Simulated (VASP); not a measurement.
**AlN in VASP: one cell, several levels of theory, part 1 of 2**

AlN in the rocksalt structure, under -1.0 % equal strain in all directions is computed at one geometry. Runs: PBE, r2SCAN. The results are then set beside those of Ansatz 0.2.0 for the same cell. This is a trial cell built on a prototype, not taken from a measured structure, and it needn't be the compound's ground state.

Code: VASP 6.6.1. PAW datasets, plane waves. No spin polarisation and no zero-point or thermal motion; the cell was built from a prototype and may be hypothetical.

### Step 1. The cell

The cell comes from an earlier relaxation with r2SCAN in another program.

The symmetry is Fm-3m (No. 225, cubic); conventional cell a = 3.997 Å, 7.98 Å³ an atom. Near Al stand 6 N at 2.00 Å; near N stand 6 Al at 2.00 Å.

As a file:

Space group Fm-3m (No. 225). a = 3.997 Å, b = 3.997 Å, c = 3.997 Å, α = 90.00°, β = 90.00°, γ = 90.00°
```json
{"atom": "Al", "site": "4a", "symmetry": "m-3m", "x": "0.0000", "y": "0.0000", "z": "0.0000"}
{"atom": "N", "site": "4b", "symmetry": "m-3m", "x": "0.5000", "y": "0.0000", "z": "0.0000"}
```

### Step 2. PBE at this geometry

Contents of INCAR:

```
ENCUT = 520.000000
SIGMA = 0.020000
EDIFF = 1.00e-07
GGA = PE
PREC = Accurate
IBRION = -1
ISIF = 2
ISMEAR = -1
NBANDS = 11
NELM = 120
NSW = 0
LASPH = .TRUE.
LCHARG = .TRUE.
LELF = .TRUE.
LWAVE = .FALSE.
LREAL = .FALSE.
```

Contents of KPOINTS:

```
KPOINTS created by Atomic Simulation Environment
0
Gamma
10 10 10
0 0 0
```

Contents of KPOINTS_OPT:

```
special points
7
Reciprocal
0.0000000000 0.0000000000 0.0000000000 1
0.5000000000 0.0000000000 0.5000000000 1
0.6250000000 0.2500000000 0.6250000000 1
0.3750000000 0.3750000000 0.7500000000 1
0.5000000000 0.5000000000 0.5000000000 1
0.5000000000 0.2500000000 0.7500000000 1
0.0000000000 0.5000000000 0.5000000000 1
```

Contents of POSCAR:

```
Al N
 1.0000000000000000
     0.0000000000000000    1.9986797676000001    1.9986797676000001
     1.9986797676000001    0.0000000000000000    1.9986797676000001
     1.9986797676000001    1.9986797676000001    0.0000000000000000
 Al  N
   1   1
Cartesian
  0.0000000000000000  0.0000000000000000  0.0000000000000000
  1.9986797676000001  1.9986797676000001  1.9986797676000001
```

The run uses the recommended PBE PAW datasets (8 valence electrons a neutral cell).

Started as:

```bash
$ mpirun -np 1 vasp_std
```

Printed to the terminal (iteration lines stand in OSZICAR):

```text
POSCAR found type information on POSCAR AlN
 POSCAR found :  2 types and       2 ions
 LDA part: xc-table for (Slater+PW92), standard interpolation
 POSCAR, INCAR and KPOINTS ok, starting setup
 FFT: planning ... GRIDC
 FFT: planning ... GRID_SOFT
 FFT: planning ... GRID
 WAVECAR not read
 entering main loop
 Start KPOINTS_OPT (optional k-point list driver)
k-point batch [1-7\7]
```

OSZICAR:

```text
N       E                     dE             d eps       ncg     rms          rms(c)
DAV:   1     0.103021513999E+02    0.10302E+02   -0.40317E+03  1050   0.623E+02
DAV:   2    -0.155988088634E+02   -0.25901E+02   -0.25095E+02  1235   0.141E+02
DAV:   3    -0.162808112610E+02   -0.68200E+00   -0.68110E+00  1269   0.212E+01
DAV:   4    -0.162832357027E+02   -0.24244E-02   -0.24243E-02  1151   0.136E+00
DAV:   5    -0.162832557791E+02   -0.20076E-04   -0.20076E-04  1217   0.116E-01    0.774E+00
DAV:   6    -0.145295698716E+02    0.17537E+01   -0.73040E+00  1139   0.146E+01    0.277E+00
DAV:   7    -0.145116232070E+02    0.17947E-01   -0.21112E-01  1153   0.326E+00    0.182E+00
DAV:   8    -0.145065325461E+02    0.50907E-02   -0.15653E-02  1106   0.108E+00    0.350E-01
DAV:   9    -0.145061451628E+02    0.38738E-03   -0.15800E-03  1169   0.241E-01    0.156E-01
DAV:  10    -0.145062019447E+02   -0.56782E-04   -0.14933E-04  1151   0.881E-02    0.471E-02
DAV:  11    -0.145061951116E+02    0.68331E-05   -0.23018E-05  1190   0.273E-02    0.795E-03
DAV:  12    -0.145061948203E+02    0.29131E-06   -0.70936E-07  1154   0.712E-03    0.149E-03
DAV:  13    -0.145061947646E+02    0.55692E-07   -0.17649E-08   610   0.876E-04
   1 F= -.14506195E+02 E0= -.14506195E+02  d E =-.636739E-13
       N       E                     dE             ncg
DAV:   1     0.812758011451E+03   -0.19978E+04      154
DAV:   2     0.632594230840E+03   -0.18016E+03      186
DAV:   3     0.626985615290E+03   -0.56086E+01      189
DAV:   4     0.626964899361E+03   -0.20716E-01      187
DAV:   5     0.626964680598E+03   -0.21876E-03      186
DAV:   6     0.626964677604E+03   -0.29936E-05      187
DAV:   7     0.626964677558E+03   -0.45776E-07      170
```

The lines after F= are the extra pass for the points of KPOINTS_OPT, at fixed density; their E is not a total energy.

Parts of OUTCAR:

```text
k-points           NKPTS =     47   k-points in BZ     NKDIM =     47   number of bands    NBANDS=     11

   NELECT =       8.0000    total number of electrons

   dimension x,y,z NGX =    24 NGY =   24 NGZ =   24
   dimension x,y,z NGXF=    48 NGYF=   48 NGZF=   48

  energy-cutoff  :      520.00
  volume of cell :       15.97
      direct lattice vectors                 reciprocal lattice vectors
     0.000000000  1.998679768  1.998679768    -0.250165138  0.250165138  0.250165138
     1.998679768  0.000000000  1.998679768     0.250165138 -0.250165138  0.250165138
     1.998679768  1.998679768  0.000000000     0.250165138  0.250165138 -0.250165138

 k-points in reciprocal lattice and weights: KPOINTS created by Atomic Simulation Env
   0.00000000  0.00000000  0.00000000       0.001
   0.10000000  0.00000000  0.00000000       0.008
   0.20000000  0.00000000  0.00000000       0.008
   0.30000000  0.00000000  0.00000000       0.008
   0.40000000  0.00000000  0.00000000       0.008
   0.50000000  0.00000000  0.00000000       0.004
   0.10000000  0.10000000  0.00000000       0.006
   0.20000000  0.10000000  0.00000000       0.024
[... 39 more k-points ...]

 E-fermi :  10.9060

 k-point     1 :       0.0000    0.0000    0.0000
  band No.  band energies     occupation
      1      -7.4539      2.00000
      2      10.4137      2.00000
      3      10.4137      2.00000
      4      10.4137      2.00000
      5      16.5960      0.00000
      6      22.6913      0.00000
      7      22.6913      0.00000
      8      22.6913      0.00000
      9      27.9257      0.00000
     10      28.4574      0.00000
     11      28.4574      0.00000

 k-point     2 :       0.1000    0.0000    0.0000
  band No.  band energies     occupation
      1      -7.2420      2.00000
      2       9.3926      2.00000
      3      10.2837      2.00000
      4      10.2837      2.00000
      5      17.1983      0.00000
      6      21.7934      0.00000
      7      23.0086      0.00000
      8      23.0086      0.00000
      9      26.9744      0.00000
     10      26.9744      0.00000
     11      29.1200      0.00000

 k-point     3 :       0.2000    0.0000    0.0000
  band No.  band energies     occupation
      1      -6.6248      2.00000
      2       7.2080      2.00000
      3       9.9688      2.00000
      4       9.9688      2.00000
      5      17.7379      0.00000
      6      21.4057      0.00000
      7      23.2667      0.00000
      8      23.2667      0.00000
      9      26.3466      0.00000
     10      26.3466      0.00000
     11      28.5286      0.00000

 k-point     4 :       0.3000    0.0000    0.0000
  band No.  band energies     occupation
      1      -5.6757      2.00000
      2       4.8112      2.00000
      3       9.6205      2.00000
      4       9.6205      2.00000
      5      17.3528      0.00000
      6      22.5122      0.00000
      7      22.5894      0.00000
      8      22.5894      0.00000
      9      27.6566      0.00000
     10      27.8318      0.00000
     11      27.8318      0.00000

 k-point     5 :       0.4000    0.0000    0.0000
  band No.  band energies     occupation
      1      -4.6128      2.00000
      2       2.7826      2.00000
      3       9.3647      2.00000
      4       9.3647      2.00000
      5      16.9227      0.00000
      6      21.9325      0.00000
      7      21.9325      0.00000
      8      23.7462      0.00000
      9      27.0622      0.00000
     10      30.1138      0.00000
     11      30.1138      0.00000

 k-point     6 :       0.5000    0.0000    0.0000
  band No.  band energies     occupation
      1      -4.0547      2.00000
      2       1.8887      2.00000
      3       9.2722      2.00000
      4       9.2722      2.00000
      5      16.7686      0.00000
      6      21.6944      0.00000
      7      21.6944      0.00000
      8      24.2331      0.00000
      9      26.8922      0.00000
     10      31.4868      0.00000
     11      31.4868      0.00000

 k-point     7 :       0.1000    0.1000    0.0000
  band No.  band energies     occupation
      1      -7.1719      2.00000
      2       9.4823      2.00000
      3      10.0312      2.00000
      4      10.0312      2.00000
      5      17.4604      0.00000
      6      21.1020      0.00000
      7      23.3523      0.00000
      8      23.3523      0.00000
      9      25.2523      0.00000
     10      28.7880      0.00000
     11      30.2607      0.00000

 k-point     8 :       0.2000    0.1000    0.0000
  band No.  band energies     occupation
      1      -6.6908      2.00000
      2       7.8601      2.00000
      3       9.6407      2.00000
      4       9.7744      2.00000
      5      18.2286      0.00000
      6      20.2926      0.00000
      7      23.1212      0.00000
      8      23.8980      0.00000
      9      24.7152      0.00000
     10      28.1999      0.00000
     11      30.0757      0.00000

 k-point     9 :       0.3000    0.1000    0.0000
  band No.  band energies     occupation
      1      -5.8509      2.00000
      2       5.6318      2.00000
      3       9.2818      2.00000
      4       9.3438      2.00000
      5      18.0861      0.00000
      6      21.1827      0.00000
      7      21.8544      0.00000
      8      23.5833      0.00000
      9      26.2153      0.00000
     10      28.9705      0.00000
     11      29.3904      0.00000

 k-point    10 :       0.4000    0.1000    0.0000
  band No.  band energies     occupation
      1      -4.8049      2.00000
      2       3.5150      2.00000
      3       8.8723      2.00000
      4       9.0714      2.00000
      5      17.6641      0.00000
      6      21.0101      0.00000
      7      22.8038      0.00000
      8      22.8278      0.00000
      9      27.8077      0.00000
     10      29.1332      0.00000
     11      30.8439      0.00000

 k-point    11 :       0.5000    0.1000    0.0000
  band No.  band energies     occupation
      1      -4.0021      2.00000
      2       2.1895      2.00000
      3       8.5250      2.00000
      4       9.0623      2.00000
      5      17.4857      0.00000
      6      20.7041      0.00000
      7      22.2481      0.00000
      8      23.9330      0.00000
      9      28.2104      0.00000
     10      30.2876      0.00000
     11      31.7501      0.00000

[... the tables of k-points 12 to 47 left out ...]

  Total        1.4909471      1.4909471      1.4909471      0.0000000      0.0000000      0.0000000
  in kB      149.5936528    149.5936528    149.5936528      0.0000000      0.0000000      0.0000000
  external PRESSURE =     149.5936528 kB  Pullay stress =       0.0000000 kB

 POSITION                                       TOTAL-FORCE (eV/Angst)
 -----------------------------------------------------------------------------------
      0.00000      0.00000      0.00000        -0.000000     -0.000000     -0.000000
      1.99868      1.99868      1.99868         0.000000      0.000000      0.000000
 -----------------------------------------------------------------------------------
    total drift:                               -0.000000     -0.000000      0.000000

  FREE ENERGIE OF THE ION-ELECTRON SYSTEM (eV)
  ---------------------------------------------------
  free  energy   TOTEN  =       -14.5061947646 eV

  energy  without entropy=      -14.5061947646  energy(sigma->0) =      -14.50619476
```

Hardware: 1 MPI rank of Intel Xeon Platinum 8488C, shared host.

The levels at the points of KPOINTS_OPT are read from vasprun.xml.

Band energies at the special points (eV, zero at the top of v, the last band that the electrons fill by count):

| point | v−1 | v | c | c+1 |
| --- | --- | --- | --- | --- |
| Γ | 0.00 | 0.00 | 6.18 | 12.28 |
| X | -2.89 | -2.89 | 4.94 | 5.24 |
| U | -5.61 | -2.38 | 6.08 | 9.48 |
| K | -5.61 | -2.38 | 6.08 | 9.48 |
| L | -1.14 | -1.14 | 6.35 | 11.28 |
| W | -5.89 | -4.00 | 8.47 | 10.91 |

PBE gives an indirect gap of 4.94 eV, from Γ to X; the least direct gap is 6.18 eV. The pressure is 14.96 GPa; the forces vanish within 0.01 eV/Å.

The maps below are laid out on this run's own conventional cell (a, b, c = 3.997, 3.997, 3.997 Å).

Density in a lattice plane of the grid's cell (edges 4.00 and 4.00 Å, at 0.000 of the third edge), which holds Al and N.

Ten even steps from '0' (0.00 e/Å³) to '9' (3.76 e/Å³):
```
000000123589998532100000
000000112457775421100000
000000011234443211000000
000000001112221110000000
111000000011111000000011
221110000000000000001112
443211000000000000011234
775421100000000000112457
998532100000000000123589
998632100000000000123689
998532100000000000123589
775421100000000000112457
443211000000000000011234
221110000000000000001112
111000000011111000000011
000000001112221110000000
000000011234443211000000
000000112457775421100000
000000123589998532100000
000000123689998632100000
```
Columns run along the first of these edges and rows up along the second, over one cell in 24 and 20 even steps from the bottom left corner. Atoms in the plane (fractional): Al at (0.00, 0.00), Al at (0.50, 0.50), N at (0.00, 0.50), N at (0.50, 0.00).

ELF in the same plane.

Ten even steps from '0' (0.00) to '9' (0.84):
```
000147899974347999874100
000125789998789998752100
332123578999999987532123
765322346899999864322357
998643234689998643234689
999864322356775322346899
999987532123332123578999
789998752100000125789998
347999874100000147899974
026999985200000258999962
347999874100000147899974
789998752100000125789998
999987532123332123578999
999864322357765322346899
998643234689998643234689
775322346899999864322356
332123578999999987532123
000125789998789998752100
000147899974347999874100
000258999962026999985200
```
Columns run along the first of these edges and rows up along the second, over one cell in 24 and 20 even steps from the bottom left corner. Atoms in the plane (fractional): Al at (0.00, 0.00), Al at (0.50, 0.50), N at (0.00, 0.50), N at (0.50, 0.00).

Both are smooth fields of the valence electrons: close to the nuclei they are not physical.

The highest ELF values outside the cores: 0.85 in the shell around N, 0.7 Å from N.

(Continued in part 2 of 2.)
